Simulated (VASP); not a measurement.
# CdSe (Cadmoselite) (P6_3mc) in VASP: settings compared

Aim: see how the results for CdSe (Cadmoselite) move with the level of theory and the settings. Levels: RPBE+D4, PBE exchange alone. Tasks: single point.

All numbers are computed with VASP 6.6.1; they aren't measurements. Logs are shortened: lines on timing, memory, paths and dates and some standing lists are left out, and cuts for length are marked.

**Experimental background.**

A printed reference work, data compilation reports, for a bulk crystal of CdSe at 2 K: band gap 1.841 eV.

The runs below are set against these values where they give the same quantity.

## Step 1: The cell of the first run

It takes space group P6_3mc (No. 186, hexagonal). Conventional cell: a = 4.212 Å, b = 4.212 Å, c = 6.877 Å, α = 90.00°, β = 90.00°, γ = 120.00°. Cd (site symmetry 3m) has 4 Se at 2.56 to 2.65 Å within 3.4 Å. Se (site symmetry 3m) has 4 Cd at 2.56 to 2.65 Å within 3.4 Å.

## Step 2: Single point, RPBE+D4

Input file INCAR:

```
SYSTEM = CdSe
PREC     = Accurate       ! precision mode
ENCUT    = 520            ! plane-wave cutoff, eV
EDIFF    = 1E-7           ! SCF threshold, eV
ISMEAR   = -1             ! smearing method
SIGMA    = 0.05           ! smearing width, eV
LREAL    = .FALSE.        ! projectors in reciprocal space
LASPH    = .TRUE.         ! aspherical terms in the spheres
NELM     = 60             ! most SCF steps
ALGO     = Normal         ! electronic algorithm
ISIF     = 2              ! what is computed and relaxed
LWAVE    = .FALSE.        ! write WAVECAR
LCHARG   = .FALSE.        ! write CHGCAR
GGA      = RP             ! functional
IVDW     = 13             ! dispersion correction
NBANDS   = 26             ! bands
```

Input file KPOINTS:

```
regular mesh
0
G
  7 7 4
  0 0 0
```

Input file POSCAR:

```
CdSe
1.0
    4.2122202675      0.0000000000      0.0000000000
   -2.1061101337      3.6478897580      0.0000000000
    0.0000000000      0.0000000000      6.8766944832
Cd Se
2 2
Direct
    0.6666666667      0.3333333333      0.5000000000
    0.3333333333      0.6666666667      0.0000000000
    0.6666666667      0.3333333333      0.8850000000
    0.3333333333      0.6666666667      0.3850000000
```

Potentials or basis: VASP PAW PBE potentials, release 64 (Cd, Se).

Launch:

```console
$ cat potpaw_PBE.64/Cd/POTCAR potpaw_PBE.64/Se/POTCAR > POTCAR
$ mpirun -np 1 vasp_std > vasp.out
```

OUTCAR:

```text
SYSTEM = CdSe
   PREC = Accurate
   ENCUT = 520
   EDIFF = 1E-7
   ISMEAR = -1
   LREAL = .FALSE.
   LASPH = .TRUE.
   NELM = 60
   ISIF = 2
   GGA = RP
   IVDW = 13

 ion  position               nearest neighbor table
   1  0.667  0.333  0.500-   4 2.56   4 2.56   4 2.56   3 2.65
   2  0.333  0.667  0.000-   3 2.56   3 2.56   3 2.56   4 2.65
   3  0.667  0.333  0.885-   2 2.56   2 2.56   2 2.56   1 2.65
   4  0.333  0.667  0.385-   1 2.56   1 2.56   1 2.56   2 2.65

  LATTYP: Found a hexagonal cell.
 ALAT       =     4.2122202675
 C/A-ratio  =     1.6325581395

  Lattice vectors:

 A1 = (   4.2122202675,   0.0000000000,   0.0000000000)
 A2 = (  -2.1061101337,   3.6478897580,   0.0000000000)
 A3 = (   0.0000000000,   0.0000000000,   6.8766944832)

Analysis of symmetry for initial positions (statically):
=====================================================================
 Subroutine PRICEL returns:
 Original cell was already a primitive cell.

 Routine SETGRP: Setting up the symmetry group for a
 hexagonal supercell.

 Subroutine GETGRP returns: Found 12 space group operations
 (whereof  6 operations were pure point group operations)
 out of a pool of 24 trial point group operations.

The static configuration has the point symmetry C_3v.
 The point group associated with its full space group is C_6v.

Analysis of symmetry for dynamics (positions and initial velocities):
=====================================================================
 Subroutine PRICEL returns:
 Original cell was already a primitive cell.

 Routine SETGRP: Setting up the symmetry group for a
 hexagonal supercell.

 Subroutine GETGRP returns: Found 12 space group operations
 (whereof  6 operations were pure point group operations)
 out of a pool of 24 trial point group operations.

The dynamic configuration has the point symmetry C_3v.
 The point group associated with its full space group is C_6v.

 Subroutine INISYM returns: Found 12 space group operations
 (whereof  6 operations are pure point group operations),
 and found     1 'primitive' translations

----------------------------------------------------------------------------------------

                                     Primitive cell

  volume of cell :     105.6653

  direct lattice vectors                    reciprocal lattice vectors
     4.212220268  0.000000000  0.000000000     0.237404489  0.137065546  0.000000000
    -2.106110134  3.647889758  0.000000000     0.000000000  0.274131091  0.000000000
     0.000000000  0.000000000  6.876694483     0.000000000  0.000000000  0.145418704

  length of vectors
     4.212220268  4.212220267  6.876694483     0.274131091  0.274131091  0.145418704

  position of ions in fractional coordinates (direct lattice)
     0.666666667  0.333333333  0.500000000
     0.333333333  0.666666667  0.000000000
     0.666666667  0.333333333  0.885000000
     0.333333333  0.666666667  0.385000000

  ion indices of the primitive-cell ions
   primitive index   ion index
                 1           1
                 2           2
                 3           3
                 4           4

----------------------------------------------------------------------------------------

 KPOINTS: regular mesh

Automatic generation of k-mesh.
 Grid dimensions read from file:
 generate k-points for:    7    7    4

 Generating k-lattice:

  Cartesian coordinates                     Fractional coordinates (reciprocal lattice)
     0.033914927  0.019580792  0.000000000     0.142857143  0.000000000  0.000000000
     0.000000000  0.039161584  0.000000000     0.000000000  0.142857143  0.000000000
     0.000000000  0.000000000  0.036354676     0.000000000  0.000000000  0.250000000

  Length of vectors
     0.039161584  0.039161584  0.036354676

  Shift w.r.t. Gamma in fractional coordinates (k-lattice)
     0.000000000  0.000000000  0.000000000

 Subroutine IBZKPT returns following result:
 ===========================================

 Found     24 irreducible k-points:

 Following reciprocal coordinates:
            Coordinates               Weight
  0.000000  0.000000  0.000000      1.000000
  0.142857  0.000000  0.000000      6.000000
  0.285714  0.000000  0.000000      6.000000
  0.428571 -0.000000  0.000000      6.000000
  0.142857  0.142857  0.000000      6.000000
  0.285714  0.142857  0.000000     12.000000
[... 16 lines left out ...]
  0.428571  0.142857  0.500000      6.000000
  0.285714  0.285714  0.500000      6.000000
   k-points           NKPTS =     24   k-points in BZ     NKDIM =     24   number of bands    NBANDS=     26
   number of dos      NEDOS =    301   number of ions     NIONS =      4
   total plane-waves  NPLWV =  55296
   dimension x,y,z NGX =    32 NGY =   32 NGZ =   54
   dimension x,y,z NGXF=    64 NGYF=   64 NGZF=  108
   ions per type =               2   2
   NGX,Y,Z   is equivalent  to a cutoff of  12.63, 12.63, 13.05 a.u.
   NGXF,Y,Z  is equivalent  to a cutoff of  25.26, 25.26, 26.11 a.u.
 SYSTEM =  CdSe
   PREC   = accura    normal or accurate (medium, high low for compatibility)
   ISTART =      0    job   : 0-new  1-cont  2-samecut
   ICHARG =      2    charge: 1-file 2-atom 10-const
   ISPIN  =      1    spin polarized calculation?
   LNONCOLLINEAR =      F non collinear calculations
   LSORBIT =      F    spin-orbit coupling
   LASPH  =      T    aspherical Exc in radial PAW
   ENCUT  =  520.0 eV  38.22 Ry    6.18 a.u.   7.83  7.83 12.79*2*pi/ulx,y,z
   NELM   =     60;   NELMIN=  2; NELMDL= -5     # of ELM steps
   EDIFF  = 0.1E-06   stopping-criterion for ELM
   LREAL  =      F    real-space projection
   EDIFFG = 0.1E-05   stopping-criterion for IOM
   NSW    =      0    number of steps for IOM
   IBRION =     -1    ionic relax: 0-MD 1-quasi-New 2-CG
   NFREE  =      0    steps in history (QN), initial steepest desc. (CG)
   ISIF   =      2    stress and relaxation
   ISYM   =      2    0-nonsym 1-usesym 2-fastsym
   POTIM  = 0.5000    time-step for ionic-motion
   TEBEG  =    0.0;   TEEND  =   0.0 temperature during run
   PSTRESS=    0.0 pullay stress
   NELECT =      36.0000    total number of electrons
   NUPDOWN=      -1.0000    fix difference up-down
   EMIN   =  10.00;   EMAX   =-10.00  energy-range for DOS
   EFERMI =   0.00;   METHOD = LEGACY
   ISMEAR =    -1;   SIGMA  =   0.05  broadening in eV -4-tet -1-fermi 0-gaus
   EFERMI_NEDOS =   21; number of points for ismear=-14 and -15
   IALGO  =     38    algorithm
   IMIX   =      4    mixing-type and parameters
     AMIX     =   0.40;   BMIX     =  1.00
     AMIX_MAG =   1.60;   BMIX_MAG =  1.00
  volume/ion in A,a.u.               =      26.42       178.27
  Fermi-wavevector in a.u.,A,eV,Ry     =   1.143400  2.160713 17.787759  1.307363
  Thomas-Fermi vector in A             =   2.280095
   LORBIT       =      0    0 simple, 1 ext, 2 COOP (PROOUT), +10 PAW based schemes
   GGA     = RP    functional components
   LHFCALC =     F    Hartree Fock is set to
   AEXX    =    0.0000 exact exchange contribution
   IVDW    =    13    specifies the selected vdW correction
   LEPSILON=     F    determine dielectric tensor
   LRPA    =     F    only Hartree local field effects (RPA)
 non-spin polarized calculation
  energy-cutoff  :      520.00
  volume of cell :      105.67
 maximum number of plane-waves:      2870
 NGX is ok and might be reduce to    32
   NGX = 15   NGY = 15   NGZ = 25

 number of electron      35.9999996 magnetization

 Free energy of the ion-electron system (eV)
  ---------------------------------------------------
  ext. energy  EPLUGINS =         0.00000000
  ---------------------------------------------------
  free energy    TOTEN  =        -9.23912130 eV

  energy without entropy =       -9.23912043  energy(sigma->0) =       -9.23912087

 E-fermi :   2.1072     XC(G=0):  -8.9446

 val. band max:        1.5732852052   @ k =   0.0000   0.0000   0.0000
 cond. band min:       2.5829460844   @ k =   0.0000   0.0000   0.0000
 fundamental gap:      1.0096608792
 Fermi energy:         2.1072090842

 k-point     1 :       0.0000    0.0000    0.0000
  band No.  band energies     occupation
      1     -11.3516      2.00000
      2     -10.9354      2.00000
      3      -6.6019      2.00000
      4      -6.6019      2.00000
      5      -6.5367      2.00000
      6      -6.5367      2.00000
[... 18 lines left out ...]
     25       8.6813      0.00000
     26       9.7404      0.00000

 k-point     2 :       0.1429    0.0000    0.0000
  band No.  band energies     occupation
      1     -11.2799      2.00000
      2     -10.9009      2.00000
      3      -6.5710      2.00000
      4      -6.5613      2.00000
      5      -6.5047      2.00000
      6      -6.4976      2.00000
[... 18 lines left out ...]
     25       9.2116      0.00000
     26       9.2598      0.00000

 k-point     3 :       0.2857    0.0000    0.0000
  band No.  band energies     occupation
      1     -11.1088      2.00000
      2     -10.8309      2.00000
      3      -6.5093      2.00000
      4      -6.4967      2.00000
      5      -6.4083      2.00000
      6      -6.3828      2.00000
[... 18 lines left out ...]
     25       9.4671      0.00000
     26       9.8176      0.00000

 k-point     4 :       0.4286   -0.0000    0.0000
  band No.  band energies     occupation
      1     -10.9514      2.00000
      2     -10.7930      2.00000
      3      -6.4740      2.00000
      4      -6.4715      2.00000
      5      -6.3378      2.00000
      6      -6.2876      2.00000
[... 18 lines left out ...]
     25       9.8010      0.00000
     26      11.1881      0.00000
[... 496 lines left out ...]
      1     -10.8864      2.00000
      2     -10.8864      2.00000
      3      -6.4342      2.00000
      4      -6.4342      2.00000
      5      -6.4042      2.00000
      6      -6.4042      2.00000
[... 18 lines left out ...]
     25       9.5242      0.00000
     26       9.5242      0.00000

 k-point    23 :       0.4286    0.1429    0.5000
  band No.  band energies     occupation
      1     -10.8368      2.00000
      2     -10.8368      2.00000
      3      -6.4144      2.00000
      4      -6.4144      2.00000
      5      -6.3928      2.00000
      6      -6.3928      2.00000
[... 18 lines left out ...]
     25      10.2936      0.00000
     26      10.2936      0.00000

 k-point    24 :       0.2857    0.2857    0.5000
  band No.  band energies     occupation
      1     -10.8255      2.00000
      2     -10.8255      2.00000
      3      -6.4020      2.00000
      4      -6.4020      2.00000
      5      -6.3794      2.00000
      6      -6.3794      2.00000
[... 18 lines left out ...]
     25       9.8535      0.00000
     26       9.8535      0.00000

------------------------ aborting loop because EDIFF is reached ----------------------------------------

  DFT-D4 for vdW energy calculation

  Edisp (eV):   -2.56923

  FORCE on cell =-STRESS in cart. coord.  units (eV):
  Direction    XX          YY          ZZ          XY          YZ          ZX
  --------------------------------------------------------------------------------------
  -------------------------------------------------------------------------------------
  Total       4.09326     4.09326     1.94008     0.00000     0.00000     0.00000
  in kB      62.06516    62.06516    29.41695     0.00000     0.00000     0.00000
  external pressure =       51.18 kB  Pullay stress =        0.00 kB

 VOLUME and BASIS-vectors are now :
 -----------------------------------------------------------------------------
  energy-cutoff  :      520.00
  volume of cell :      105.67
      direct lattice vectors                 reciprocal lattice vectors
     4.212220268  0.000000000  0.000000000     0.237404489  0.137065546  0.000000000
    -2.106110134  3.647889758  0.000000000     0.000000000  0.274131091  0.000000000
     0.000000000  0.000000000  6.876694483     0.000000000  0.000000000  0.145418704

 POSITION                                       TOTAL-FORCE (eV/Angst)
 -----------------------------------------------------------------------------------
      2.10611      1.21596      3.43835         0.000000      0.000000      0.365318
     -0.00000      2.43193      0.00000        -0.000000      0.000000      0.365318
      2.10611      1.21596      6.08587        -0.000000      0.000000     -0.365318
     -0.00000      2.43193      2.64753         0.000000     -0.000000     -0.365318
 -----------------------------------------------------------------------------------
    total drift:                               -0.000000      0.000000      0.000523

  FREE ENERGIE OF THE ION-ELECTRON SYSTEM (eV)
  ---------------------------------------------------
  free  energy   TOTEN  =       -11.8083468828 eV

  energy  without entropy=      -11.8083460195  energy(sigma->0) =      -11.80834645
```

It took 34 s on 1 thread of Intel Xeon 6975P-C (Granite Rapids), shared host; peak memory 0.25 GiB.

Results:

* Free energy: -11.8083 eV
* Pressure: 5.1 GPa
* Largest force: 0.365 eV/Å
* Band gap on the k mesh: 1.01 eV, direct
* Dispersion energy per atom: -0.642 eV

Forces in eV/Å, atoms in the order of the input:
```
Cd   0.000  0.000  0.365
Cd   0.000  0.000  0.365
Se   0.000  0.000 -0.365
Se   0.000  0.000 -0.365
```

Caveat: the PAW data sets were made with another functional, which shifts forces and pressure a little. As with any semilocal functional, this RPBE gap is likely too small.

## Step 3: Single point, PBE exchange alone

Input file INCAR:

```
AGGAC = 0.0 ; ALDAC = 0.0
ALGO = Normal ; EDIFF = 1E-7
ENCUT = 520 ; GGA = PE
ISIF = 2 ; ISMEAR = -1
LASPH = True ; LCHARG = True
LELF = True ; LREAL = False
LVHAR = True ; LWAVE = False
NBANDS = 26 ; NELM = 80
PREC = Accurate ; SIGMA = 0.05
```

Input file KPOINTS:

```
k-points
0
Gamma
  7 7 4
```

POSCAR is that of step 2.

Potentials or basis: VASP PAW PBE potentials, release 64 (Cd, Se).

Launch:

```console
$ cat potpaw_PBE.64/Cd/POTCAR potpaw_PBE.64/Se/POTCAR > POTCAR
$ mpirun -np 1 vasp_std > vasp.out
```

Wall time 36 s (1 thread of Intel Xeon 6975P-C (Granite Rapids), shared host); peak memory 0.24 GiB.

It converged, with:

* Free energy: -5.8436 eV
* Pressure: 16.5 GPa
* Largest force: 0.414 eV/Å
* Band gap on the k mesh: 0.81 eV, direct

Forces on the atoms (eV/Å):
```
Cd   0.000  0.000  0.414
Cd   0.000  0.000  0.414
Se   0.000  0.000 -0.414
Se   0.000  0.000 -0.414
```

Stress tensor (GPa, compression positive):
```
17.65  0.00  0.00
 0.00 17.65  0.00
 0.00  0.00 14.25
```

Levels at points of the mesh, in eV from the valence-band top:
| k point | band 15 | band 16 | band 17 | band 18 | band 19 | band 20 | band 21 | band 22 |
| --- | --- | --- | --- | --- | --- | --- | --- | --- |
| (0.00, 0.00, 0.00) | -0.80 | -0.04 | 0.00 | 0.00 | 0.81 | 2.16 | 5.86 | 5.86 |
| (0.00, 0.00, 0.50) | -0.42 | -0.42 | -0.42 | -0.42 | 2.43 | 2.43 | 5.96 | 5.96 |

## Step 4: Single point, PBE exchange alone

This run uses another cell than the first one, of 26.98 Å³/atom, 1.021 times its volume.

Input file INCAR:

```
PREC     = Accurate       # precision mode
ENCUT    = 520            # plane-wave cutoff, eV
EDIFF    = 1E-6           # SCF threshold, eV
ISMEAR   = -1             # smearing method
SIGMA    = 0.05           # smearing width, eV
LREAL    = F              # projectors in reciprocal space
LASPH    = T              # aspherical terms in the spheres
NELM     = 100            # most SCF steps
ALGO     = Normal         # electronic algorithm
ISIF     = 2              # what is computed and relaxed
LWAVE    = F              # write WAVECAR
LCHARG   = F              # write CHGCAR
GGA      = PE             # functional
ALDAC    = 0.0          
AGGAC    = 0.0          
NBANDS   = 26             # bands
```

Input file KPOINTS:

```
regular mesh
0
Gamma
  7 7 4
```

Input file POSCAR:

```
CdSe
1.0
    4.2418847678      0.0000000000      0.0000000000
   -2.1209423839      3.6735799689      0.0000000000
    0.0000000000      0.0000000000      6.9251235047
Cd Se
2 2
Direct
    0.6666666667      0.3333333333      0.5000000000
    0.3333333333      0.6666666667      0.0000000000
    0.6666666667      0.3333333333      0.8850000000
    0.3333333333      0.6666666667      0.3850000000
```

Launch:

```console
$ cat potpaw_PBE.64/Cd/POTCAR potpaw_PBE.64/Se/POTCAR > POTCAR
$ mpirun -np 1 vasp_std > vasp.out
```

It took 27 s on 1 thread of Intel Xeon 6975P-C (Granite Rapids), shared host; peak memory 0.24 GiB.

It converged, with:

| Quantity | Value |
| --- | --- |
| Free energy | -6.0618 eV |
| Pressure | 14.6 GPa |
| Largest force | 0.388 eV/Å |
| Band gap on the k mesh | 0.76 eV, direct |

Forces on the atoms (eV/Å):
```
Cd   0.000  0.000  0.388
Cd   0.000  0.000  0.388
Se   0.000  0.000 -0.388
Se   0.000  0.000 -0.388
```

Stress tensor (GPa, compression positive):
```
15.63  0.00  0.00
 0.00 15.63  0.00
 0.00  0.00 12.56
```

Levels at points of the mesh, in eV from the valence-band top:
```csv
k point,band 15,band 16,band 17,band 18,band 19,band 20,band 21,band 22
"(0.00, 0.00, 0.00)",-0.77,-0.03,0.00,0.00,0.76,2.14,5.86,5.86
"(0.00, 0.00, 0.50)",-0.40,-0.40,-0.40,-0.40,2.38,2.38,5.93,5.93
```

(Continued in part 2 of 2.)
